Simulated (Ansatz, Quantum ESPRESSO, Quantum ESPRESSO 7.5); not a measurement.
# BaS(001): dielectric constant from slabs in a field

How well do thin films like BaS(001), 5 layers screen a field, with the ions clamped and free?

Main program and level: Quantum ESPRESSO 7.5; plane-wave DFT, PBE, PseudoDojo norm-conserving pseudopotentials (geometry by Ansatz 0.2.0 with PAW datasets; geometry under PBE).

### Step 1. Set-up

The cell holds 10 atoms: 5 Ba and 5 S. Its edges and angles: a = 4.561 Å, b = 4.561 Å, c = 28.900 Å, α = 90.0°, β = 90.0°, γ = 90.0°. It derives from BaS. Vacuum lies along c.

Coordinates:

```cif
data_structure
_symmetry_space_group_name_H-M 'P 1'
_symmetry_Int_Tables_number 1
_cell_length_a 4.5608
_cell_length_b 4.5608
_cell_length_c 28.9000
_cell_angle_alpha 90.000
_cell_angle_beta 90.000
_cell_angle_gamma 90.000
_cell_volume 601.16
loop_
_atom_site_label
_atom_site_type_symbol
_atom_site_fract_x
_atom_site_fract_y
_atom_site_fract_z
_atom_site_occupancy
Ba1 Ba 0.00000 0.00000 0.27682 1
S2 S 0.50000 0.50000 0.27682 1
Ba3 Ba 0.50000 0.50000 0.38841 1
S4 S 0.00000 0.00000 0.38841 1
Ba5 Ba 0.00000 0.00000 0.50000 1
S6 S 0.50000 0.50000 0.50000 1
Ba7 Ba 0.50000 0.50000 0.61159 1
S8 S 0.00000 0.00000 0.61159 1
Ba9 Ba 0.00000 0.00000 0.72318 1
S10 S 0.50000 0.50000 0.72318 1
```

### Step 2. Relaxation with Ansatz, 5 layers

The geometry comes first, from a plane-wave PAW code, so that the later runs on this slab share one structure.

input.yaml reads:

```yaml
crystal:
  lattice:
    - [4.5608387387, 0.0, 0.0]
    - [0.0, 4.5608387387, 0.0]
    - [0.0, 0.0, 28.9]
  atoms:
    - { symbol: Ba, position: [0.0, 0.0, 0.276816609] }
    - { symbol: S, position: [0.5, 0.5, 0.276816609] }
    - { symbol: Ba, position: [0.5, 0.5, 0.3884083045] }
    - { symbol: S, position: [0.0, 0.0, 0.3884083045] }
    - { symbol: Ba, position: [0.0, 0.0, 0.5] }
    - { symbol: S, position: [0.5, 0.5, 0.5] }
    - { symbol: Ba, position: [0.5, 0.5, 0.6115916955] }
    - { symbol: S, position: [0.0, 0.0, 0.6115916955] }
    - { symbol: Ba, position: [0.0, 0.0, 0.723183391] }
    - { symbol: S, position: [0.5, 0.5, 0.723183391] }
kpoints:
  mp_grid: { grid: [4, 4, 1] }
hamiltonian:
  xc: pbe
scf:
  occupations: { method: fixed }
  convergence: { dr2_threshold: 1.0e-09 }
efield:
  axis: 3
  dipole_correction: true
  ramp_position: 0.97
  ramp_width: 0.04
relax:
  f_tol: 0.003
output:
  write_potential: true
  write_density: true
  volumetric_format: npy
```

On the command line:

```
ansatz run input.yaml --threads 8 --pin off --max-ram 16384MiB --backend cpu --events-out ev --progress --plain --runs-dir out
```

Numbers of over 12 decimals in the logs are rounded to 6 here.

Output:

```text
Engine: ansatz 0.2.0, aarch64-unknown-linux-gnu
Pseudopotentials: kind: paw
Pseudopotential: Ba, paw, valence charge 10, recommended cutoff 420 eV (normal), Ba.paw.azcp
Pseudopotential: S, paw, valence charge 6, recommended cutoff 420 eV (normal), S.paw.azcp
Functional definition: PBE
  parameter kappa = 0.804
  parameter beta = 0.066725
  exchange = pbe_x(kappa = kappa, mu = beta*pi^2/3)
  correlation = pbe_c(beta = beta)
Crystal: 10 atoms, lattice volume = 601.156 Å³
Basis set: ecut = 420 eV, 11777 PW (Γ), exchange–correlation on 64×64×400 points (8 copies of the dense FFT grid, shifted against one another)
Bands: 50, of which v1, the nominal top of the filled ones, is band 40 counted from 1 (39 counted from 0)
Symmetry: 8 space group operations
k-points: 6 of 16
Non-local potential: Ba, projectors of the file, l = 0: 3, l = 1: 2, l = 2: 2, l = 3: 2
Non-local potential: S, projectors of the file, l = 0: 2, l = 1: 2, l = 2: 2
PAW form: soft (Blöchl's): semilocal exchange-correlation on the pseudo side does not see the compensation charge
PAW one-centre angular grid: Ba, 194 points (default); XC on 64 Gauss nodes
PAW one-centre angular grid: S, 110 points (default); XC on 64 Gauss nodes
Initial density: superposition of atomic densities (neutral atoms: chi_scale 0, normalization atom), corrected by the library's trained network
Initial wavefunctions: pseudopotential atomic-orbital guess
Functional: x = pbe(κ = 0.804, μ = 0.219515), c = pbe(β = 0.066725)
SCF iter   1: F=—  HF=-34278.470332 eV  |F-HF|=—  |Δ(HF+E_count)|=         —  Δρ=6.70e-4  dr2=8.56e-3  ethr=1.77e-3  p=0.002 e·Å  D=5.68e-4 V/Å  ΔV_dip=-0.02 eV  dr2_dipole=5.22e-6  V_vac-E_F(+/−)=4.17/4.19 eV  ⟨swp⟩=7.7  Hψ=1421  notcnv=0  defer=41
efield: sawtooth ramp at fractional position 0.9700 (set: `efield.ramp_position`, or a place that a band, a saddle search or an elastic batch's reference lends), width 0.0400; the density the first Hamiltonian is built on has a dipole p = 0.002 e·Å; the dipole correction subtracts the counter field D = 5.68e-4 V/Å, which shifts the + side's vacuum level by -0.02 eV against the − side's; the planar-averaged density in the ramp window peaks in size at 4.9e-5 e/Å³
preconditioner: auto → Resta (q_TF=auto, 1.949 Å⁻¹)  ε∞=2.3  [insulator: Δε(μ)=2.220 eV  Ē_g=10.924 eV  n_scr=72 (ndim 8)  ℏωp=12.7 eV  f_vac=0.416  ε∞_Penn≈2.3  vacuum switching on, ρ_ref=8.7e-3 e/Å³]
SCF iter   2: F=—  HF=-34278.471050 eV  |F-HF|=—  |Δ(HF+E_count)|=   7.18e-4  Δρ=2.60e-4  dr2=5.79e-4  ethr=1.07e-5  p=0.000 e·Å  D=1.67e-5 V/Å  ΔV_dip=-0.00 eV  dr2_dipole=3.66e-7  V_vac-E_F(+/−)=4.19/4.19 eV  ⟨swp⟩=6.0  Hψ=631  notcnv=0  defer=48
density mixer auto → msr1: gapped (density of states about μ 0.04 of a free-electron gas's, 72 screened modes)
SCF iter   3: F=—  HF=-34278.471915 eV  |F-HF|=—  |Δ(HF+E_count)|=   8.65e-4  Δρ=1.32e-4  dr2=1.52e-4  ethr=7.23e-7  p=0.000 e·Å  D=4.27e-5 V/Å  ΔV_dip=-0.00 eV  dr2_dipole=3.12e-11  V_vac-E_F(+/−)=4.18/4.18 eV  ⟨swp⟩=4.0  Hψ=406  notcnv=0  defer=48
SCF iter   4: F=—  HF=-34278.472412 eV  |F-HF|=—  |Δ(HF+E_count)|=   4.97e-4  Δρ=3.28e-5  dr2=2.66e-5  ethr=1.89e-7  p=-0.000 e·Å  D=-4.53e-5 V/Å  ΔV_dip=0.00 eV  dr2_dipole=9.81e-8  V_vac-E_F(+/−)=4.19/4.18 eV  ⟨swp⟩=3.2  Hψ=506  notcnv=0  defer=48
SCF iter   5: F=—  HF=-34278.472410 eV  |F-HF|=—  |Δ(HF+E_count)|=   2.69e-6  Δρ=1.16e-5  dr2=6.91e-7  ethr=3.33e-8  p=0.000 e·Å  D=2.08e-6 V/Å  ΔV_dip=-0.00 eV  dr2_dipole=1.56e-9  V_vac-E_F(+/−)=4.18/4.18 eV  ⟨swp⟩=2.2  Hψ=368  notcnv=0  defer=48
SCF iter   6: F=—  HF=-34278.472408 eV  |F-HF|=—  |Δ(HF+E_count)|=   1.69e-6  Δρ=2.42e-6  dr2=8.06e-8  ethr=8.63e-10  p=-0.000 e·Å  D=-9.91e-6 V/Å  ΔV_dip=0.00 eV  dr2_dipole=5.02e-9  V_vac-E_F(+/−)=4.19/4.19 eV  ⟨swp⟩=2.2  Hψ=517  notcnv=0  defer=47
SCF iter   7: F=—  HF=-34278.472408 eV  |F-HF|=—  |Δ(HF+E_count)|=   4.03e-8  Δρ=8.72e-7  dr2=8.64e-9  ethr=1.01e-10  p=0.000 e·Å  D=5.06e-6 V/Å  ΔV_dip=-0.00 eV  dr2_dipole=1.15e-9  V_vac-E_F(+/−)=4.19/4.19 eV  ⟨swp⟩=2.2  Hψ=410  notcnv=0  defer=47
SCF iter   8: F=—  HF=-34278.472408 eV  |F-HF|=—  |Δ(HF+E_count)|=   4.89e-9  Δρ=2.67e-7  dr2=1.10e-9  ethr=1.25e-12  p=-0.000 e·Å  D=-2.86e-6 V/Å  ΔV_dip=0.00 eV  dr2_dipole=5.52e-10  V_vac-E_F(+/−)=4.19/4.19 eV  ⟨swp⟩=8.5  Hψ=1902  notcnv=0
SCF iter   9: F=-34278.472408 eV  HF=-34278.472408 eV  |F-HF|=1.96e-10  |Δ(HF+E_count)|=  3.42e-10  Δρ=1.24e-7  dr2=2.56e-10  ethr=1.25e-12  p=0.000 e·Å  D=1.40e-6 V/Å  ΔV_dip=-0.00 eV  dr2_dipole=5.36e-11  V_vac-E_F(+/−)=4.19/4.19 eV  ⟨swp⟩=8.2  Hψ=1638  notcnv=0
SCF 1 converged in 9 iterations: F = -34278.472408 eV  dr2 = 2.56e-10
  greatest PAW one-centre occupation: 0.955 electrons in one spin orbital (limit 2), on the Ba atom at site 6 (counted from 0), in its partial waves of l = 0
relax step   1: F+E_penalty+E_count = -34278.47240811 eV  Δ(F+E_penalty+E_count) = +0.000e0 eV  max|allowed force component| = 1.973e-1 eV/Å  Δτ_max = 0.0000 Å  (9 SCF iters, accepted)
Initial density: handed on by an earlier stage of this run
Initial wavefunctions: those handed on with the density
iter 1 solved again at ethr=9.11e-5 eV; its pass at ethr=3.10e-3 eV (dr2=7.29e-2 eV) is discarded
SCF iter   1: F=—  HF=-34278.496591 eV  |F-HF|=—  |Δ(HF+E_count)|=         —  Δρ=2.09e-3  dr2=7.57e-2  ethr=9.11e-5  p=0.000 e·Å  D=1.37e-6 V/Å  ΔV_dip=-0.00 eV  dr2_dipole=6.08e-10  V_vac-E_F(+/−)=4.21/4.21 eV  ⟨swp⟩=2.5  Hψ=1189  notcnv=0  defer=44
efield: sawtooth ramp at fractional position 0.9700 (set: `efield.ramp_position`, or a place that a band, a saddle search or an elastic batch's reference lends), width 0.0400; the density the first Hamiltonian is built on has a dipole p = 0.000 e·Å; the dipole correction subtracts the counter field D = 1.37e-6 V/Å, which shifts the + side's vacuum level by -0.00 eV against the − side's; the planar-averaged density in the ramp window peaks in size at 4.2e-7 e/Å³
preconditioner: auto → Resta (q_TF=auto, 1.949 Å⁻¹)  ε∞=2.3  [insulator: Δε(μ)=2.133 eV  Ē_g=10.936 eV  n_scr=72 (ndim 8)  ℏωp=12.7 eV  f_vac=0.426  ε∞_Penn≈2.3  vacuum switching on, ρ_ref=8.7e-3 e/Å³]
SCF iter   2: F=—  HF=-34278.489050 eV  |F-HF|=—  |Δ(HF+E_count)|=   7.54e-3  Δρ=9.62e-4  dr2=7.19e-3  ethr=9.11e-5  p=-0.000 e·Å  D=-2.77e-6 V/Å  ΔV_dip=0.00 eV  dr2_dipole=1.23e-10  V_vac-E_F(+/−)=4.19/4.19 eV  ⟨swp⟩=3.2  Hψ=397  notcnv=0  defer=48  κ⁻¹=1.0e0(r=1)
density mixer auto → broyden: gapped, where msr1 would fit the directions that read negative (density of states about μ 0.04 of a free-electron gas's, 72 screened modes)
[...]
SCF iter   6: F=—  HF=-34278.498661 eV  |F-HF|=—  |Δ(HF+E_count)|=   2.12e-6  Δρ=2.55e-6  dr2=4.03e-8  ethr=1.50e-9  p=0.000 e·Å  D=2.19e-7 V/Å  ΔV_dip=-0.00 eV  dr2_dipole=1.20e-12  V_vac-E_F(+/−)=4.25/4.25 eV  ⟨swp⟩=2.0  Hψ=483  notcnv=0  defer=33  κ⁻¹=1.2e-5(r=5)
SCF iter   7: F=—  HF=-34278.498661 eV  |F-HF|=—  |Δ(HF+E_count)|=   4.19e-8  Δρ=1.10e-6  dr2=7.92e-9  ethr=5.04e-11  p=-0.000 e·Å  D=-7.82e-9 V/Å  ΔV_dip=0.00 eV  dr2_dipole=2.56e-13  V_vac-E_F(+/−)=4.25/4.25 eV  ⟨swp⟩=2.0  Hψ=473  notcnv=0  defer=33  κ⁻¹=3.2e-6(r=6)
SCF iter   8: F=-34278.498661 eV  HF=-34278.498661 eV  |F-HF|=5.46e-10  |Δ(HF+E_count)|=   1.28e-8  Δρ=2.75e-7  dr2=5.79e-10  ethr=1.25e-12  p=0.000 e·Å  D=8.96e-8 V/Å  ΔV_dip=-0.00 eV  dr2_dipole=4.57e-13  V_vac-E_F(+/−)=4.25/4.25 eV  ⟨swp⟩=6.2  Hψ=2008  notcnv=0
SCF 3 converged in 8 iterations: F = -34278.498661 eV  dr2 = 5.79e-10
relax step   3: F+E_penalty+E_count = -34278.49866144 eV  Δ(F+E_penalty+E_count) = -4.338e-3 eV  max|allowed force component| = 1.638e-2 eV/Å  Δτ_max = 0.0220 Å  (8 SCF iters, accepted)
[...]
relax step   4: F+E_penalty+E_count = -34278.49871170 eV  Δ(F+E_penalty+E_count) = -5.026e-5 eV  max|allowed force component| = 3.182e-3 eV/Å  Δτ_max = 0.0044 Å  (7 SCF iters, accepted)
SCF iter   1: F=—  HF=-34278.498714 eV  |F-HF|=—  |Δ(HF+E_count)|=         —  Δρ=7.09e-6  dr2=3.12e-6  ethr=7.14e-9  p=0.000 e·Å  D=4.84e-7 V/Å  ΔV_dip=-0.00 eV  dr2_dipole=1.11e-11  V_vac-E_F(+/−)=4.25/4.25 eV  ⟨swp⟩=3.3  Hψ=708  notcnv=0  defer=46
efield: sawtooth ramp at fractional position 0.9700 (set: `efield.ramp_position`, or a place that a band, a saddle search or an elastic batch's reference lends), width 0.0400; the density the first Hamiltonian is built on has a dipole p = 0.000 e·Å; the dipole correction subtracts the counter field D = 4.84e-7 V/Å, which shifts the + side's vacuum level by -0.00 eV against the − side's; the planar-averaged density in the ramp window peaks in size at 2.1e-7 e/Å³
preconditioner: auto → Resta (q_TF=auto, 1.949 Å⁻¹)  ε∞=2.4  [insulator: Δε(μ)=2.140 eV  Ē_g=10.822 eV  n_scr=72 (ndim 8)  ℏωp=12.7 eV  f_vac=0.423  ε∞_Penn≈2.4  vacuum switching on, ρ_ref=8.5e-3 e/Å³]
SCF iter   2: F=—  HF=-34278.498714 eV  |F-HF|=—  |Δ(HF+E_count)|=   6.25e-7  Δρ=5.02e-6  dr2=2.82e-7  ethr=3.90e-9  p=-0.000 e·Å  D=-7.97e-8 V/Å  ΔV_dip=0.00 eV  dr2_dipole=1.33e-12  V_vac-E_F(+/−)=4.25/4.25 eV  ⟨swp⟩=2.0  Hψ=427  notcnv=0  defer=46  κ⁻¹=1.0e0(r=1)
density mixer auto → broyden: gapped, where msr1 would fit the directions that read negative (density of states about μ 0.04 of a free-electron gas's, 72 screened modes)
SCF iter   3: F=—  HF=-34278.498714 eV  |F-HF|=—  |Δ(HF+E_count)|=   3.73e-8  Δρ=2.63e-6  dr2=7.25e-8  ethr=3.53e-10  p=0.000 e·Å  D=1.01e-7 V/Å  ΔV_dip=-0.00 eV  dr2_dipole=5.42e-13  V_vac-E_F(+/−)=4.25/4.25 eV  ⟨swp⟩=2.0  Hψ=360  notcnv=0  defer=46  κ⁻¹=2.2e-2(r=2)
SCF iter   4: F=—  HF=-34278.498714 eV  |F-HF|=—  |Δ(HF+E_count)|=   5.68e-9  Δρ=7.41e-7  dr2=3.42e-9  ethr=9.06e-11  p=-0.000 e·Å  D=-1.12e-7 V/Å  ΔV_dip=0.00 eV  dr2_dipole=8.16e-13  V_vac-E_F(+/−)=4.25/4.25 eV  ⟨swp⟩=2.0  Hψ=387  notcnv=0  defer=46  κ⁻¹=1.2e-3(r=3)
SCF iter   5: F=-34278.498714 eV  HF=-34278.498714 eV  |F-HF|=2.62e-10  |Δ(HF+E_count)|=   1.56e-9  Δρ=2.69e-7  dr2=3.92e-10  ethr=1.25e-12  p=0.000 e·Å  D=8.52e-8 V/Å  ΔV_dip=-0.00 eV  dr2_dipole=1.28e-13  V_vac-E_F(+/−)=4.25/4.25 eV  ⟨swp⟩=7.0  Hψ=1731  notcnv=0
SCF 5 converged in 5 iterations: F = -34278.498714 eV  dr2 = 3.92e-10
relax step   5: F+E_penalty+E_count = -34278.49871379 eV  Δ(F+E_penalty+E_count) = -2.092e-6 eV  max|allowed force component| = 6.907e-5 eV/Å  Δτ_max = 0.0005 Å  (5 SCF iters, accepted)
NSCF: frozen V_eff on 6 k-points
the band table was solved once a step of the walk had ended and its energy, with any forces and stress, was formed, with the checks that follow a solve (1956 applications of the Hamiltonian). They found nothing against the state; the energy, forces and stress were not computed again (output.eigenvalues in the input reference)
WARN: The output density's exchange-correlation potential varies sharply where the density is thin. Do not read a vacuum level from v_tot or v_xc, or from such a field of the output density. On a cell that repeats whose density bears no net charge and no dipole along the vacuum's axis use v_es (v_loc + v_h of the components); under efield.dipole_correction with no amplitude use v_es + v_field, which holds any externa [...]
SCF converged after 5 iterations
Stability not checked: this state was not tested for a lower state beside it, because the mixer in use, unlike msr1, does not test its closes by its own steps (another_mixer; see scf.mixing.algorithm and scf.lower_state_search)
Free energy (F): -34278.498714 eV
Harris-Foulkes:  -34278.498714 eV  (|F-HF|=2.62e-10)
Internal energy: -34278.498714 eV  (E = F + TS)
E sigma→0 (E₀):  -34278.498714 eV
Fermi energy:    1.290212 eV
Dipole field:    D = 0.000000 V/Å  (p = 0.000001 e·Å, saw-weighted, corrected)
Work function:   Φ+ = 4.2501 eV   Φ− = 4.2501 eV
Levels:          The Fermi level and band energies are counted from a zero that moves with the ramp; work functions are not
--- Per-component energies (eV) ---
  E_band       = -629.915311
  E_kinetic    = 1376.815106
  E_local      = -29988.713207  (includes V_loc(G=0)·N_el)
  E_nonlocal   = 425.373317
  E_hartree    = 14440.604235
  E_xc         = -1330.852148
  E_vxc        = -1121.309640  (∫ρ·V_xc dr)
  E_paw        = -29130.273411  (= ΣΔE_a)
  E_vpaw       = -203.289335  (= ΣTr[D̂ρ^β])
  E_aug_tail   = -0.000000  (compensation charges beyond the density's cutoff)
  E_efield     = 0.000000  (sawtooth field / dipole correction)
  E_vefield    = -0.000008  (∫n·V_field dr)
  E_ewald      = 9928.547394
  E_smearing   = -0.000000  (= −TS)
  E_closure    = 0.000000  (closes the sum)
  Σ components = -34278.498714   (vs F -34278.498714, Δ=0.00e0)
--- Forces (eV/Å), atoms counted from 1 ---
  atom   1  Ba    -0.00000000     0.00000000    -0.00006796
  atom   2  S      0.00000000     0.00000000     0.00001774
  atom   3  Ba     0.00000000     0.00000000     0.00000405
  atom   4  S     -0.00000000     0.00000000     0.00001200
  atom   5  Ba     0.00000000     0.00000000     0.00000134
  atom   6  S     -0.00000000     0.00000000    -0.00000102
  atom   7  Ba    -0.00000000     0.00000000    -0.00000176
  atom   8  S      0.00000000     0.00000000    -0.00001438
  atom   9  Ba    -0.00000000     0.00000000     0.00006912
  atom  10  S     -0.00000000     0.00000000    -0.00001867
  max |Σ_I F_I| component: 4.39e-7 eV/Å
--- Band table (eV; the first three rows and the last of 6) ---
  k-point 0: bands = [... 36 lower, 1.2823, 1.2823, 1.2902, 1.2902, 3.4291, 3.6704, 4.0490, 4.2968, ... 6 higher]
  k-point 1: bands = [... 36 lower, 0.8028, 0.8076, 0.8122, 0.9881, 4.5147, 4.7115, 4.7730, 4.8481, ... 6 higher]
  k-point 2: bands = [... 36 lower, 0.4335, 0.4977, 0.7410, 0.8927, 5.4321, 5.4879, 5.6581, 5.8532, ... 6 higher]
  k-point 5: bands = [... 36 lower, 1.0107, 1.0593, 1.0593, 1.2142, 3.6033, 3.6033, 4.2780, 4.2780, ... 6 higher]
--- Relaxed structure (5 steps of the walk, 5 accepted, 0 SCFs on fresh bases) ---
  F+E_penalty+E_count = -34278.49871379 eV   max|allowed force component| = 6.907e-5 eV/Å
  atoms:
    - { symbol: Ba, position: [0, 0.0, 0.280165] }
    - { symbol: S, position: [0.5, 0.5, 0.279807] }
    - { symbol: Ba, position: [0.5, 0.5, 0.388672] }
    - { symbol: S, position: [0, 0.0, 0.388408] }
    - { symbol: Ba, position: [0, 0.0, 0.500000] }
    - { symbol: S, position: [0.5, 0.5, 0.500000] }
    - { symbol: Ba, position: [0.5, 0.5, 0.611328] }
    - { symbol: S, position: [0, 0.0, 0.611592] }
    - { symbol: Ba, position: [0, 0.0, 0.719835] }
    - { symbol: S, position: [0.5, 0.5, 0.720193] }
```

It took 10 s on 8 threads of Arm Neoverse V2, shared host; peak memory 1.2 GiB; 76 s of CPU time.

The steps of the relaxation:

| step | energy less that of the first step (eV) | largest force component (eV/Å) |
| --- | --- | --- |
| 1 | 0.0000 | 0.1973 |
| 2 | -0.0219 | 0.1064 |
| 3 | -0.0263 | 0.0164 |
| 4 | -0.0263 | 0.0032 |
| 5 | -0.0263 | 0.0001 |

The atoms that moved most (Å):

| atom | dx | dy | dz | length |
| --- | --- | --- | --- | --- |
| Ba9 | 0.000 | 0.000 | -0.097 | 0.097 |
| Ba1 | 0.000 | 0.000 | 0.097 | 0.097 |
| S2 | 0.000 | 0.000 | 0.086 | 0.086 |
| S10 | 0.000 | 0.000 | -0.086 | 0.086 |
| Ba7 | 0.000 | 0.000 | -0.008 | 0.008 |
| Ba3 | 0.000 | 0.000 | 0.008 | 0.008 |

The relaxation lowers the energy by 3 meV an atom.

Numbers from this step:

| Item | Value |
| --- | --- |
| free energy | -34278.4987 eV |
| gap by band count | 2.139 eV |
| symmetry operations | 8 |
| dipole along the normal | 1.21e-6 e·Å |
| valence top, on the run's zero | 1.290 eV |
| vacuum level at the upper face over the valence top of the mesh | 4.250 eV |
| vacuum level at the lower face over the valence top of the mesh | 4.250 eV |

[end of part 1 of 6]

[Logs are printed without paths, hosts, clocks, repeated set-up lines and the standing remarks that a program may print on its own settings, such as how far it seeks lower states.]

[Hosts, paths, dates, database ids (printed as entryN), source tags and the programs' standing remarks are cut or masked in the printed files.]

[Maps of the electrostatic potential energy from Ansatz leave out the sawtooth potential of an applied field or a dipole correction, so their vacuum need not be flat; planar profiles and work functions include it.]
